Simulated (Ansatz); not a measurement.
Input and command of a calculation in Ansatz (plane waves; scalar-relativistic PAW potentials unless the input names others):

```yaml
crystal:
  lattice:
    - [0.0, 1.769502275, 1.8148741282]
    - [1.769502275, 0.0, 1.8148741282]
    - [1.769502275, 1.769502275, 0.0]
  atoms:
    - { symbol: Cu, position: [0.0, 0.0, 0.0] }
basis:
  ecutwfc: 420
  xc_grid: 4
kpoints:
  mp_grid: { grid: [28, 28, 28] }
hamiltonian:
  xc: pbe
scf:
  occupations: { method: cold, width: 0.001 }
  n_extra_bands: 8
output:
  forces: true
  eigenvalues: true
  stress: true
```

```bash
ansatz run input.yaml --threads 2 --pin off --max-ram 5120MiB --backend cpu --events-out ev --progress --plain --runs-dir out
```

Abridged log:
```
Basis set: ecut = 420 eV, 231 PW (Γ), exchange–correlation on 72×72×72 points (64 copies of the dense FFT grid, shifted against one another)
Bands: 18, of which v1, the nominal top of the filled ones, is band 10 counted from 1 (9 counted from 0)
Symmetry: 16 space group operations
k-points: 1639 of 21952
SCF iter   1: F=—  HF=-6625.159823 eV  |F-HF|=—  |Δ(HF+E_count)|=         —  Δρ=1.14e-3  dr2=6.85e-5  ethr=1.77e-3  ⟨swp⟩=5.3  Hψ=143448  notcnv=0
SCF iter   2: F=—  HF=-6625.159872 eV  |F-HF|=—  |Δ(HF+E_count)|=   4.90e-5  S|Δr|=    0.00e0  Δρ=4.07e-4  dr2=4.66e-6  ethr=3.60e-7  ⟨swp⟩=2.8  Hψ=67161  notcnv=0  defer=5549
SCF iter   3: F=—  HF=-6625.159885 eV  |F-HF|=—  |Δ(HF+E_count)|=   1.30e-5  S|Δr|=    0.00e0  Δρ=1.37e-4  dr2=7.44e-7  ethr=2.45e-8  ⟨swp⟩=2.0  Hψ=41359  notcnv=0  defer=5549
SCF iter   4: F=-6625.159887 eV  HF=-6625.159887 eV  |F-HF|=4.10e-9  |Δ(HF+E_count)|=   1.24e-6  S|Δr|=    0.00e0  Δρ=1.20e-5  dr2=4.87e-9  ethr=5.26e-10  ⟨swp⟩=6.3  Hψ=133268  notcnv=0
SCF 1 converged in 4 iterations: F = -6625.159887 eV  dr2 = 4.87e-9
SCF converged after 4 iterations
Stability not checked: this state was not tested for a lower state beside it, because cold or Methfessel-Paxton smearing, or corrected tetrahedra, fill the levels in a way that the test cannot read (fill_not_monotonic; see scf.lower_state_search)
Free energy (F): -6625.159887 eV
Harris-Foulkes:  -6625.159887 eV  (|F-HF|=4.10e-9)
Internal energy: -6625.159886 eV  (E = F + TS)
E sigma→0 (E₀):  -6625.159887 eV
Entropy (-TS):    0.000000 eV ( 0.000 meV/atom)
Fermi energy:    17.646650 eV
--- Forces (eV/Å), atoms counted from 1 ---
  atom   1  Cu     0.00000000     0.00000000     0.00000000
--- Stress (GPa, compression-positive) ---
        8.768198       0.000000       0.000000
        0.000000       8.768198       0.000000
        0.000000       0.000000       6.704148
  P = ⅓ Tr σ = 8.0802 GPa (80.802 kbar)
```

Apart from outputs, the input differs from a reference run on usual settings in scf.occupations.method: "gaussian" → "cold"; scf.occupations.width: 0.15 → 0.001; basis.xc_grid: not typed → 4; scf.n_extra_bands: not typed → 8. The reference, at the same geometry (not necessarily relaxed), gave pressure 8.11 GPa, largest force 0.000 eV/Å, no gap on the mesh. This run converged in 4 SCF iterations (reference: 6) with an energy at zero smearing 0.18 meV/atom below the reference's, pressure 8.08 GPa, largest force 0.000 eV/Å, no gap on the mesh. Its k mesh, for so narrow a smearing in a metal, is looser than usual, yet energy, pressure and forces hardly moved.

The run took 6.8 s on 2 threads of Arm Neoverse V2, with other jobs on the host, peak memory 0.59 GiB.